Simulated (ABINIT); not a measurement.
The system is AlN.

```
CELL_PARAMETERS angstrom
3.31212 0.00000 0.00000
-1.65606 2.86838 0.00000
0.00000 0.00000 4.18756
ATOMIC_POSITIONS crystal
Al 0.66667 0.33333 0.25000
Al 0.33333 0.66667 0.75000
N 0.66667 0.33333 0.75000
N 0.33333 0.66667 0.25000
```

Measurements of this composition are mostly on another form, of space group No. 186.

Base run:

| Quantity | Value |
| --- | --- |
| Program | ABINIT 10.8.3 (patched build) |
| Functional | r2SCAN |
| Potentials or basis | JTH PAW PBE v2.0 |
| Cutoff | 844 eV |
| k mesh | 9 × 9 × 7 |
| Occupations | fermi-dirac, width 0.05 eV |
| Spin | no spin polarisation |

Its results: band gap on the k mesh 3.80 eV, direct; pressure -1.7 GPa.

Q: The run is repeated on the same cell with these changes: functional from r2SCAN to PBEsol; cutoff from 844 eV to 707 eV; fine-grid cutoff from 1442.2 eV to 1306.15 eV. What comes out?

A: Band gap on the k mesh 3.17 eV, direct; pressure -2.5 GPa.

Caveats: the PAW data sets were made with another functional, which shifts forces and pressure a little.
